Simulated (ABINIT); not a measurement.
Runs of ABINIT 10.8.3 (patched build) on Mg. It takes space group P6_3/mmc (No. 194, hexagonal). The conventional cell has a = 3.209 Å, b = 3.209 Å, c = 5.210 Å, α = 90.00°, β = 90.00°, γ = 120.00°. Mg (site symmetry -6m2) is surrounded by 12 Mg at 3.20 to 3.21 Å. 

| task | level | potentials or basis | k mesh | cutoff (eV) | fine-grid cutoff | gap on the mesh (eV) | pressure (GPa) |
| --- | --- | --- | --- | --- | --- | --- | --- |
| single point | PBE | JTH PAW PBE v2.0 | 8 × 8 × 4 | 517 | 1034.03 eV | none | -0.9 |
| band structure | PW91 | JTH PAW PBE v2.0 | 10 × 10 × 5 | 517 | 1034.03 eV | none | -0.7 |
| band structure | LDA | PseudoDojo NC SR LDA v0.4 stringent | 10 × 10 × 5 | 1143 | - | none | -2.3 |
| band structure | WC | JTH PAW PBE v2.0 | 10 × 10 × 5 | 517 | 1034.03 eV | none | (b) |
| single point | PBEsol | JTH PAW PBE v2.0 | 13 × 13 × 6 | 517 | 1034.03 eV | none | (a) |

Alike in all rows: no spin polarisation; cell as given; smearing fermi-dirac 0.05 eV.

Task: Fill in the values left out.

Result: (a) -1.5; (b) -1.3.

Caveats: the PAW data sets were made with another functional, which shifts forces and pressure a little (some runs).

A gap of «none» marks a metal or a gap under the smearing width.
